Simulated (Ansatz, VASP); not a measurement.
## Two plane-wave programs on Zn

```
Zn
1.0
     5.02056    0.00000    0.00000
     0.00000    5.02056    0.00000
     0.00000    0.00000    5.02056
Zn
8
Direct
  0.00000 0.00000 0.00000
  0.50000 0.50000 0.50000
  0.25000 0.00000 0.50000
  0.75000 0.00000 0.50000
  0.50000 0.25000 0.00000
  0.50000 0.75000 0.00000
  0.00000 0.50000 0.25000
  0.00000 0.50000 0.75000
```

Alike in both runs: functional revPBE; k mesh 5 × 5 × 5; occupations fermi-dirac, width 0.1 eV; no spin polarisation.

Ansatz relaxed the structure, and its values are those at the end. VASP's run is a single point on that final structure, the one shown.

|  | VASP | Ansatz |
| --- | --- | --- |
| version | VASP 6.6.1 | Ansatz 0.2.0 |
| potentials or method | VASP PAW PBE potentials, release 64 (Zn) | plane waves (420 eV) with PAW, scalar-relativistic |
| plane-wave cutoff (eV) | 520 | 420 |
| valence electrons in the cell | 96 | 96 |

Ansatz gave:

| Item | Value |
| --- | --- |
| pressure (GPa) | 0.0 |

Problem. Estimate VASP's values.

Solution. Pressure (GPa): 1.7.

Caveats: the PAW data sets were made with another functional, which shifts forces and pressure a little (VASP).
